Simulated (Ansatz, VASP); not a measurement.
**One calculation of ZrB, two programs**

```xyz
2
Lattice="3.0287 0.0000 0.0000 0.0000 3.0287 0.0000 0.0000 0.0000 3.0287" Properties=species:S:1:pos:R:3 pbc="T T T"
Zr    0.0000    0.0000    0.0000
B     1.5143    1.5143    1.5143
```

Alike in both runs: functional r2SCAN; k mesh 6 × 6 × 6; occupations gaussian, width 0.1 eV; no spin polarisation.

Ansatz relaxed the structure, and its values are those at the end. VASP's run is a single point on that final structure, the one shown.

|  | VASP | Ansatz |
| --- | --- | --- |
| version | VASP 6.6.1 | Ansatz 0.2.0 |
| potentials or method | VASP PAW PBE potentials, release 64 (Zr_sv, B) | scalar-relativistic, plane waves, PAW |
| plane-wave cutoff (eV) | 520 | 500 |
| valence electrons in the cell | 15 | 15 |

|  | VASP | Ansatz | Ansatz less VASP |
| --- | --- | --- | --- |
| gap on the k mesh at the Fermi level (eV) | none | none | - |
| pressure (GPa) | 0.1 | 0.1 | -0.04 |

A gap of «none» marks a metal or a gap that the smearing closes.

Caveats: the PAW data sets were made with another functional, which shifts forces and pressure a little (VASP).
